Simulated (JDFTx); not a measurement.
# CuAu in JDFTx: the effect of Hubbard term

Crystal: CuAu.

```
Au Cu
1.0
     2.81075    0.00000    0.00000
     0.00000    2.81075    0.00000
     0.00000    0.00000    3.68500
Au Cu
1 1
Direct
  0.00000 0.00000 0.00000
  0.50000 0.50000 0.50000
```

Alike in all runs:

| Property | Result |
| --- | --- |
| Program | JDFTx 1.7.0 (patched build) |
| Task | single point |
| Functional | PBE |
| Potentials or basis | PseudoDojo-SR-PBE-0.5-standard with smoothed tails |
| Cutoff | 1252 eV |
| Density cutoff | 10014 eV |
| k mesh | 9 × 9 × 7 |
| Occupations | fermi-dirac, width 0.05 eV |
| Spin | no spin polarisation |
| Local potential set to -Z/r beyond | 6 bohr |
| Density cutoff over wavefunction cutoff | 8 |
| Max SCF steps | 100 |
| SCF threshold on the energy | 1e-09 Ha |
| Solver of the electrons | scf |
| Further solve for the empty bands | yes |
| Hubbard projectors | atomic pseudo-orbitals, not orthogonalised |

**Question.** One run gave: pressure 6.7 GPa. Which Hubbard term did it use?
A. Au d U = 8 eV, Cu d U = 8 eV
B. Au d U = 1 eV, Cu d U = 1 eV
C. none
D. Au d U = 6 eV, Cu d U = 6 eV
E. Au d U = 3 eV, Cu d U = 3 eV

**Answer.** D.

```tsv
Hubbard term	pressure (GPa)
none	4.2
Au d U = 1 eV, Cu d U = 1 eV	4.6
Au d U = 2 eV, Cu d U = 2 eV	5.0
Au d U = 3 eV, Cu d U = 3 eV	5.4
Au d U = 4 eV, Cu d U = 4 eV	5.9
Au d U = 6 eV, Cu d U = 6 eV	6.7
Au d U = 8 eV, Cu d U = 8 eV	7.6
```

Caveats: U without spin polarisation on a metal has little footing (some runs); the U is typed as a test and isn't derived for this compound (some runs).
